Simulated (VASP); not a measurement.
Output of a VASP run:

File OSZICAR:
```
...
DAV:  12    -0.477698973302E+02    0.30646E-05   -0.78453E-05  4141   0.826E-02    0.149E-02
DAV:  13    -0.477698972730E+02    0.57213E-07   -0.11490E-05  4634   0.266E-02    0.598E-03
DAV:  14    -0.477698968750E+02    0.39795E-06   -0.21047E-06  4222   0.124E-02    0.234E-03
DAV:  15    -0.477698968609E+02    0.14117E-07   -0.98096E-08  2495   0.226E-03
   1 F= -.47769897E+02 E0= -.47770138E+02  d E =-.477699E+02
       N       E                     dE             d eps       ncg     rms          rms(c)
DAV:   1    -0.477878327445E+02   -0.17936E-01   -0.91807E-01  3720   0.693E+00    0.103E+00
DAV:   2    -0.477745365585E+02    0.13296E-01   -0.30986E-02  4232   0.125E+00    0.495E-01
DAV:   3    -0.477714103511E+02    0.31262E-02   -0.88866E-03  4768   0.584E-01    0.212E-01
DAV:   4    -0.477713369693E+02    0.73382E-04   -0.86515E-04  4077   0.226E-01    0.139E-01
DAV:   5    -0.477713020154E+02    0.34954E-04   -0.10892E-04  4667   0.875E-02    0.479E-02
DAV:   6    -0.477712982100E+02    0.38054E-05   -0.26659E-05  4970   0.339E-02    0.228E-02
DAV:   7    -0.477712983211E+02   -0.11110E-06   -0.24002E-06  4518   0.107E-02    0.579E-03
DAV:   8    -0.477712983353E+02   -0.14250E-07   -0.15600E-07  2329   0.302E-03
   2 F= -.47771298E+02 E0= -.47771416E+02  d E =-.140147E-02
       N       E                     dE             d eps       ncg     rms          rms(c)
DAV:   1    -0.477731104260E+02   -0.18121E-02   -0.84195E-02  3720   0.210E+00    0.308E-01
DAV:   2    -0.477719177429E+02    0.11927E-02   -0.27978E-03  4218   0.378E-01    0.150E-01
DAV:   3    -0.477716209079E+02    0.29683E-03   -0.85179E-04  4782   0.178E-01    0.650E-02
DAV:   4    -0.477716158473E+02    0.50606E-05   -0.78743E-05  4086   0.671E-02    0.413E-02
DAV:   5    -0.477716124976E+02    0.33497E-05   -0.99772E-06  4652   0.266E-02    0.144E-02
DAV:   6    -0.477716121801E+02    0.31748E-06   -0.27162E-06  4876   0.111E-02    0.702E-03
DAV:   7    -0.477716121812E+02   -0.10505E-08   -0.27084E-07  3157   0.363E-03
   3 F= -.47771612E+02 E0= -.47771773E+02  d E =-.171532E-02
       N       E                     dE             d eps       ncg     rms          rms(c)
DAV:   1    -0.477729203809E+02   -0.13082E-02   -0.20628E-01  3720   0.313E+00    0.264E-01
DAV:   2    -0.477722942947E+02    0.62609E-03   -0.33842E-03  4126   0.394E-01    0.118E-01
DAV:   3    -0.477721436902E+02    0.15060E-03   -0.37839E-04  5006   0.107E-01    0.613E-02
DAV:   4    -0.477721385340E+02    0.51562E-05   -0.20446E-05  4259   0.370E-02    0.414E-02
DAV:   5    -0.477721370580E+02    0.14760E-05   -0.99734E-06  4770   0.271E-02    0.948E-03
DAV:   6    -0.477721365938E+02    0.46428E-06   -0.21325E-06  4362   0.122E-02    0.427E-03
DAV:   7    -0.477721365815E+02    0.12236E-07   -0.12606E-07  2216   0.240E-03
   4 F= -.47772137E+02 E0= -.47772342E+02  d E =-.524400E-03
       N       E                     dE             d eps       ncg     rms          rms(c)
DAV:   1    -0.477721942366E+02   -0.57643E-04   -0.10393E-02  3720   0.704E-01    0.587E-02
DAV:   2    -0.477721627980E+02    0.31439E-04   -0.17013E-04  4133   0.888E-02    0.264E-02
DAV:   3    -0.477721552713E+02    0.75267E-05   -0.19299E-05  4999   0.241E-02    0.139E-02
DAV:   4    -0.477721549716E+02    0.29967E-06   -0.11134E-06  4266   0.868E-03    0.958E-03
DAV:   5    -0.477721549429E+02    0.28753E-07   -0.51745E-07  4439   0.622E-03
   5 F= -.47772155E+02 E0= -.47772369E+02  d E =-.542762E-03
```

**OUTCAR**
```
------------------------ aborting loop because EDIFF is reached ----------------------------------------
  FORCE on cell =-STRESS in cart. coord.  units (eV):
  Direction    XX          YY          ZZ          XY          YZ          ZX
  --------------------------------------------------------------------------------------
  Total        3.3922730      3.3922730      3.3984564      0.0000000      0.0000000      0.0000000
  in kB       90.7914872     90.7914872     90.9569815      0.0000000      0.0000000      0.0000000
  external PRESSURE =      90.8466520 kB  Pullay stress =       0.0000000 kB
  volume of cell :       59.86
      direct lattice vectors                 reciprocal lattice vectors
     4.409108064  0.000000000  0.000000000     0.226803241 -0.000000000  0.000000000
     0.000000000  4.409108064  0.000000000    -0.000000000  0.226803241  0.000000000
     0.000000000  0.000000000  3.079319533     0.000000000  0.000000000  0.324747071
 POSITION                                       TOTAL-FORCE (eV/Angst)
 -----------------------------------------------------------------------------------
      0.00000      0.00000      0.00000         0.000000      0.000000     -0.000000
      2.20455      2.20455      1.53966         0.000000      0.000000     -0.000000
      1.35123      1.35123      0.00000        -0.000259     -0.000259     -0.000000
      3.55578      0.85332      1.53966        -0.000259      0.000259      0.000000
      0.85332      3.55578      1.53966         0.000259     -0.000259     -0.000000
      3.05788      3.05788      0.00000         0.000259      0.000259      0.000000
 -----------------------------------------------------------------------------------
    total drift:                                0.000000     -0.000000     -0.000000
  FREE ENERGIE OF THE ION-ELECTRON SYSTEM (eV)
  ---------------------------------------------------
  free  energy   TOTEN  =       -47.7721549429 eV

  energy  without entropy=      -47.7727967631  energy(sigma->0) =      -47.77236888

 reached required accuracy - stopping structural energy minimisation
```
(Selected blocks of OUTCAR.)

### POSCAR
```
RuO2
1
    4.4202860467     0.0000000000     0.0000000000
    0.0000000000     4.4202860467     0.0000000000
    0.0000000000     0.0000000000     3.0637653100
Ru O
2 4
Direct
  0.0000000000   0.0000000000   0.0000000000
  0.5000000000   0.5000000000   0.5000000000
  0.3060354179   0.3060354179   0.0000000000
  0.8060354179   0.1939645821   0.5000000000
  0.1939645821   0.8060354179   0.5000000000
  0.6939645821   0.6939645821   0.0000000000
```

Question: Reconstruct the remaining input files.

Answer: One answer among several that fit: the input of the run itself, PBEsol GGA, plane waves, VASP's PBE PAW potentials (set 64).

### INCAR
```
! general
SYSTEM   =  RuO2
PREC     =  Accurate
ENCUT    =  520
LREAL    =  F
LASPH    =  T

! electronic loop
EDIFF    =  1E-7
NELM     =  100
ALGO     =  Normal
LMAXMIX  =  4

! smearing
ISMEAR   =  1
SIGMA    =  0.1

! functional
GGA      =  PS

! ions
IBRION   =  2
NSW      =  30
ISIF     =  4
EDIFFG   =  -0.01

! output
LWAVE    =  F
LCHARG   =  F
```

### KPOINTS
```
Automatic mesh
0
Gamma
7 7 10
0 0 0
```

POTCAR, in this order: Ru_pv O (PBE.64 set). Program: vasp_std.

The compound is RuO2 in the rutile structure. This cell is one point of a volume scan, at 0.97 of the reference volume. Symmetry was kept, so distortions that lower it aren't found.
